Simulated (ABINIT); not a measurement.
# Li (Im-3m) in ABINIT: further runs

One crystal, Li, is run at these levels: BLYP, PBE+D3(BJ); tasks: band structure, equation of state.

All numbers are computed with ABINIT 10.8.3 (patched build); they aren't measurements. Logs are shortened: lines on timing, memory, paths and dates and some standing lists are left out, and cuts for length are marked. The log counts tension as positive stress, the text compression.

## Step 1: The crystal as given

Symmetry: Im-3m, No. 229, cubic system. Conventional cell: a = 3.509 Å, b = 3.509 Å, c = 3.509 Å, α = 90.00°, β = 90.00°, γ = 90.00°. Li (site symmetry m-3m) is surrounded by 8 Li at 3.04 Å.

## Step 2: Band structure, BLYP

run.abi reads:

```
ndtset 2

pp_dirpath "./"
pseudos "Li.GGA_PBE-JTH.xml"

acell 3*1.0
rprim
    -3.3158079446     3.3158079446     3.3158079446
     3.3158079446    -3.3158079446     3.3158079446
     3.3158079446     3.3158079446    -3.3158079446
ntypat 1
znucl 3
natom 1
typat 1
xcart
     0.0000000000     0.0000000000     0.0000000000

ecut 15.0
pawecutdg 30.0

ixc -106131

occopt 3
tsmear 0.05 eV

nstep 100

iomode 3
prtwf 0
prteig 0
prtebands 0
prtden1 1
prtvha1 1
prtvclmb1 1
prtpot1 1

kptopt1 1
ngkpt1 11 11 11
nshiftk1 1
shiftk1 0.0 0.0 0.0
nband1 6
tolvrs1 1.0e-9

iscf2 -2
getden2 1
nband2 10
nbdbuf2 2
tolwfr2 1.0e-12
kptopt2 -5
ndivsm2 8
prteig2 1
kptbounds2
     0.0000000000     0.0000000000     0.0000000000
     0.5000000000    -0.5000000000     0.5000000000
     0.0000000000     0.0000000000     0.5000000000
     0.0000000000     0.0000000000     0.0000000000
     0.2500000000     0.2500000000     0.2500000000
     0.5000000000    -0.5000000000     0.5000000000
```

Potentials or basis: JTH PAW PBE v2.0.

Started as:

```console
> abinit run.abi > log 2>&1
```

run.abo:

```text
.Version 10.8.3 of ABINIT
 DATASET    1 : space group Im -3 m (#229); Bravais cI (body-center cubic)
================================================================================
 Values of the parameters that define the memory need for DATASET  1.
     intxc =       0    ionmov =       0      iscf =      17    lmnmax =       9
     lnmax =       5     mgfft =      20  mpssoang =       2    mqgrid =    3001
     natom =       1  nloc_mem =       2    nspden =       1   nspinor =       1
    nsppol =       1      nsym =      48    n1xccc =       1    ntypat =       1
    occopt =       3   xclevel =       2
       mpw =         414          nfft =        8000          nkpt =          56
 PAW method is used; the additional fine FFT grid is defined by:
   mgfftf=        30    nfftf =     27000
================================================================================
================================================================================

 DATASET    2 : space group Im -3 m (#229); Bravais cI (body-center cubic)
================================================================================
 Values of the parameters that define the memory need for DATASET  2.
     intxc =       0    ionmov =       0      iscf =      -2    lmnmax =       9
     lnmax =       5     mgfft =      20  mpssoang =       2    mqgrid =    3001
     natom =       1  nloc_mem =       2    nspden =       1   nspinor =       1
    nsppol =       1      nsym =      48    n1xccc =       1    ntypat =       1
    occopt =       3   xclevel =       2
       mpw =         420          nfft =        8000          nkpt =          48
 PAW method is used; the additional fine FFT grid is defined by:
   mgfftf=        30    nfftf =     27000
================================================================================
================================================================================

--------------------------------------------------------------------------------
------------- Echo of variables that govern the present computation ------------
--------------------------------------------------------------------------------
 -outvars: echo values of preprocessed input variables --------
            acell      1.0000000000E+00  1.0000000000E+00  1.0000000000E+00 Bohr
              amu      6.94100000E+00
             ecut      1.50000000E+01 Hartree
           getden1          0
           getden2          1
             iscf1         17
             iscf2         -2
                       outvar_i_n : Printing only first  50 k-points.
              ixc     -106131
           jdtset        1    2
                       outvar_i_n : Printing only first  50 k-points.
           kptopt1          1
           kptopt2         -5
         kptrlatt       11    0    0      0   11    0      0    0   11
          kptrlen1     6.31746261E+01
          kptrlen2     3.00000000E+01
            natom           1
            nband1          6
            nband2         10
           nbdbuf1          0
           nbdbuf2          2
           ndtset           2
           ndivsm1          0
           ndivsm2          8
            ngfft          20      20      20
          ngfftdg          30      30      30
             nkpt1         56
             nkpt2         48
            nstep         100
             nsym          48
           ntypat           1
                       prtocc : prtvol=0, do not print more k-points.
           occopt           3
        pawecutdg      3.00000000E+01 Hartree
         pawxcdev           0
        prtebands           0
           prteig1          0
           prteig2          1
           prtpot1          1
           prtpot2          0
         prtvclmb1          1
         prtvclmb2          0
           prtvha1          1
           prtvha2          0
            prtwf           0
            rprim     -3.3158079446E+00  3.3158079446E+00  3.3158079446E+00
                       3.3158079446E+00 -3.3158079446E+00  3.3158079446E+00
                       3.3158079446E+00  3.3158079446E+00 -3.3158079446E+00
           shiftk1     0.00000000E+00  0.00000000E+00  0.00000000E+00
           shiftk2     5.00000000E-01  5.00000000E-01  5.00000000E-01
          spgroup         229
           tolvrs1     1.00000000E-09
           tolvrs2     0.00000000E+00
           tolwfr1     0.00000000E+00
           tolwfr2     1.00000000E-12
           tsmear      1.83746611E-03 Hartree
            typat      1
           useylm           1
                       outvars : Printing only first  50 k-points.
            znucl        3.00000

[... 187 lines left out ...]
 R(1)= -3.3158079  3.3158079  3.3158079  G(1)=  0.0000000  0.1507928  0.1507928
 R(2)=  3.3158079 -3.3158079  3.3158079  G(2)=  0.1507928  0.0000000  0.1507928
 R(3)=  3.3158079  3.3158079 -3.3158079  G(3)=  0.1507928  0.1507928  0.0000000
 Unit cell volume ucvol=  1.4582369E+02 bohr^3
 Angles (23,13,12)=  1.09471221E+02  1.09471221E+02  1.09471221E+02 degrees

 Coarse grid specifications (used for wave-functions):

 getcut: wavevector=  0.0000  0.0000  0.0000  ngfft=  20  20  20
         ecut(hartree)=     15.000   => boxcut(ratio)=   2.00241

 Fine grid specifications (used for densities):

 getcut: wavevector=  0.0000  0.0000  0.0000  ngfft=  30  30  30
         ecut(hartree)=     30.000   => boxcut(ratio)=   2.11858
--------------------------------------------------------------------------------

================================================================================
 Non-SCF case, kpt    1 (  0.00000  0.00000  0.00000), residuals and eigenvalues=
  2.16E-13  2.84E-13  4.88E-13  8.50E-13  6.15E-13  2.91E-13  2.40E-13  2.92E-13
  1.72E-11  4.65E-08
 -1.7316E+00 -1.2126E-01  5.0660E-01  5.0660E-01  5.0660E-01  6.9475E-01
  6.9475E-01  6.9475E-01  7.2792E-01  7.2792E-01
 Non-SCF case, kpt    2 (  0.04545 -0.04545  0.04545), residuals and eigenvalues=
  1.58E-13  4.51E-14  2.35E-13  5.57E-13  1.60E-13  1.62E-13  5.69E-13  1.23E-13
  5.23E-12  1.17E-09
 -1.7315E+00 -1.1846E-01  4.9306E-01  4.9306E-01  5.0053E-01  6.5500E-01
  6.7142E-01  6.7142E-01  6.9845E-01  7.4136E-01
 Non-SCF case, kpt    3 (  0.09091 -0.09091  0.09091), residuals and eigenvalues=
[... 215 lines left out ...]
  8.94E-14  5.05E-13  3.78E-14  2.76E-13  2.75E-13  5.31E-13  5.53E-13  7.12E-13
  3.11E-09  6.95E-08
 -1.7307E+00  1.5518E-01  1.5518E-01  2.0216E-01  3.5337E-01  3.5337E-01
  4.7160E-01  8.6885E-01  9.7300E-01  9.7300E-01
 Non-SCF case, kpt   47 (  0.47500 -0.42500  0.47500), residuals and eigenvalues=
  4.78E-13  4.87E-14  1.24E-14  9.69E-14  4.04E-13  3.79E-13  5.81E-13  7.95E-13
  1.65E-10  2.52E-09
 -1.7307E+00  1.8220E-01  1.8220E-01  1.9889E-01  3.0658E-01  3.0658E-01
  4.6958E-01  9.5756E-01  9.9512E-01  9.9512E-01
 Non-SCF case, kpt   48 (  0.50000 -0.50000  0.50000), residuals and eigenvalues=
  5.94E-13  2.91E-13  3.47E-13  3.49E-13  3.32E-13  4.54E-13  3.71E-13  6.82E-13
  4.24E-12  6.57E-11
 -1.7307E+00  1.9772E-01  1.9772E-01  1.9772E-01  2.8446E-01  2.8446E-01
  4.6876E-01  1.0059E+00  1.0059E+00  1.0059E+00

--- !ResultsGS
iteration_state: {dtset: 2, }
comment   : Summary of ground state results
lattice_vectors:
- [ -3.3158079,   3.3158079,   3.3158079, ]
- [  3.3158079,  -3.3158079,   3.3158079, ]
- [  3.3158079,   3.3158079,  -3.3158079, ]
lattice_lengths: [   5.74315,    5.74315,    5.74315, ]
lattice_angles: [109.471, 109.471, 109.471, ] # degrees, (23, 13, 12)
lattice_volume:   1.4582369E+02
convergence: {deltae:  0.000E+00, res2:  0.000E+00, residm:  9.938E-13, diffor:  0.000E+00, }
etotal    :  -7.53003813E+00
entropy   :   0.00000000E+00
fermie    :   6.41097254E-03
cartesian_stress_tensor: null
pressure_GPa: null
xred      :
- [  0.0000E+00,   0.0000E+00,   0.0000E+00, Li]
cartesian_forces: null
force_length_stats: {min: null, max: null, mean: null, }
...

 Integrated electronic density in atomic spheres:
 ------------------------------------------------
 Atom  Sphere_radius  Integrated_density
    1        1.60265          2.04906562

================================================================================

 ----iterations are completed or convergence reached----

 Mean square residual over all n,k,spin=   33.517E-14; max=  99.381E-14
 reduced coordinates (array xred) for    1 atoms
       0.000000000000      0.000000000000      0.000000000000

 cartesian coordinates (angstrom) at end:
    1      0.00000000000000     0.00000000000000     0.00000000000000
 length scales=  1.000000000000  1.000000000000  1.000000000000 bohr
              =  0.529177210544  0.529177210544  0.529177210544 angstroms
 Eigenvalues (hartree) for nkpt=  48  k points:
 kpt#   1, nband= 10, wtk=  1.00000, kpt=  0.0000  0.0000  0.0000 (reduced coord)
  -1.73155   -0.12126    0.50660    0.50660    0.50660    0.69475    0.69475    0.69475
   0.72792    0.72792
 kpt#   2, nband= 10, wtk=  1.00000, kpt=  0.0455 -0.0455  0.0455 (reduced coord)
  -1.73153   -0.11846    0.49306    0.49306    0.50053    0.65500    0.67142    0.67142
   0.69845    0.74136
 kpt#   3, nband= 10, wtk=  1.00000, kpt=  0.0909 -0.0909  0.0909 (reduced coord)
  -1.73147   -0.11007    0.45739    0.45739    0.48629    0.58466    0.66012    0.66012
   0.70956    0.77717
 kpt#   4, nband= 10, wtk=  1.00000, kpt=  0.1364 -0.1364  0.1364 (reduced coord)
  -1.73137   -0.09600    0.41172    0.41172    0.47041    0.52168    0.66773    0.66773
   0.72807    0.82675
 kpt#   5, nband= 10, wtk=  1.00000, kpt=  0.1818 -0.1818  0.1818 (reduced coord)
  -1.73125   -0.07617    0.36535    0.36535    0.45683    0.46609    0.68806    0.68806
   0.75398    0.86921
 kpt#   6, nband= 10, wtk=  1.00000, kpt=  0.2273 -0.2273  0.2273 (reduced coord)
  -1.73112   -0.05045    0.32254    0.32254    0.41791    0.44700    0.71795    0.71795
[... 113 lines left out ...]
  -1.73082    0.11063    0.11063    0.21201    0.46779    0.47665    0.47665    0.71455
   0.93178    0.93178
 kpt#  45, nband= 10, wtk=  1.00000, kpt=  0.4250 -0.2750  0.4250 (reduced coord)
  -1.73076    0.13032    0.13032    0.20686    0.41112    0.41112    0.47287    0.78304
   0.95055    0.95055
 kpt#  46, nband= 10, wtk=  1.00000, kpt=  0.4500 -0.3500  0.4500 (reduced coord)
  -1.73070    0.15518    0.15518    0.20216    0.35337    0.35337    0.47160    0.86885
   0.97300    0.97300
 kpt#  47, nband= 10, wtk=  1.00000, kpt=  0.4750 -0.4250  0.4750 (reduced coord)
  -1.73066    0.18220    0.18220    0.19889    0.30658    0.30658    0.46958    0.95756
   0.99512    0.99512
 kpt#  48, nband= 10, wtk=  1.00000, kpt=  0.5000 -0.5000  0.5000 (reduced coord)
  -1.73065    0.19772    0.19772    0.19772    0.28446    0.28446    0.46876    1.00593
   1.00593    1.00593

== END DATASET(S) ==============================================================
================================================================================

 -outvars: echo values of variables after computation  --------
            acell      1.0000000000E+00  1.0000000000E+00  1.0000000000E+00 Bohr
           etotal1    -7.5300381284E+00
            fcart1    -0.0000000000E+00 -0.0000000000E+00 -0.0000000000E+00
            rprim     -3.3158079446E+00  3.3158079446E+00  3.3158079446E+00
                       3.3158079446E+00 -3.3158079446E+00  3.3158079446E+00
                       3.3158079446E+00  3.3158079446E+00 -3.3158079446E+00
           strten1     3.1929440702E-05  3.1929440702E-05  3.1929440702E-05
                       0.0000000000E+00  0.0000000000E+00  0.0000000000E+00
 Calculation completed.
```

Wall time 6.5 s (1 thread of Arm Neoverse V1, shared host); peak memory 0.13 GiB.

What came out:

```
Free energy                                           : -204.9028 eV
Pressure                                              : -0.9 GPa
Band gap on the k mesh                                : none (metal or under the smearing width)
Valence electrons inside the program's atomic spheres : Li 2.05 (radii [0.8481] Å)
```

Levels at the corners of the path, in eV from the Fermi level:
```csv
point,band 1,band 2,band 3,band 4,band 5
Γ,-47.29,-3.47,13.61,13.61,13.61
H,-47.27,5.21,5.21,5.21,7.57
N,-47.28,0.23,3.04,9.72,11.17
Γ,-47.29,-3.47,13.61,13.61,13.61
P,-47.28,3.24,3.24,3.24,7.79
H,-47.27,5.21,5.21,5.21,7.57
```

Caveat: the PAW data sets were made with another functional, which shifts forces and pressure a little.

## Step 3: Equation of state, PBE+D3(BJ)

run.abi reads:

```
ndtset 7
getwfk -1
scalecart1 3*0.9795861087
scalecart2 3*0.9864848297
scalecart3 3*0.9932883884
scalecart4 3*1.0000000000
scalecart5 3*1.0066227096
scalecart6 3*1.0131594038
scalecart7 3*1.0196128224

pp_dirpath "./"
pseudos "Li.GGA_PBE-JTH.xml"

acell 3*1.0 Angstrom
rprim
    -1.7546500000     1.7546500000     1.7546500000
     1.7546500000    -1.7546500000     1.7546500000
     1.7546500000     1.7546500000    -1.7546500000
ntypat 1
znucl 3
natom 1
typat 1
xred
     0.0000000000     0.0000000000     0.0000000000

ecut 15.0
pawecutdg 30.0

kptopt 1
ngkpt 11 11 11
nshiftk 1
shiftk 0.0 0.0 0.0

ixc 11
vdw_xc 7

nband 6
occopt 3
tsmear 0.00183747

nstep 100
tolvrs 1.0e-9

iomode 3
prtwf 1
prtden 0
prteig 0
prtebands 0
enunit 2
```

Potentials or basis: JTH PAW PBE v2.0.

Started as:

```console
> abinit run.abi > log 2>&1
```

Wall time 24 s (1 thread of Arm Neoverse V1, shared host); peak memory 0.13 GiB.

Results (log left out):

| Property | Result |
| --- | --- |
| Equilibrium volume | 18.30 Å³/atom (rough: see the caveat) |
| Bulk modulus | 14.7 GPa (rough) |

Energy against volume, from the lowest point:
```tsv
volume (Å³/atom)	energy (meV/atom)
20.312	0.00
20.744	3.91
21.177	8.39
21.609	13.40
22.041	18.90
22.473	24.84
22.905	31.18
```

Caveat: pressures at fixed basis lie under the slope of the energies; the fit is doubtful: noisy points or a state that changes with volume; the minimum lies outside the volumes run.
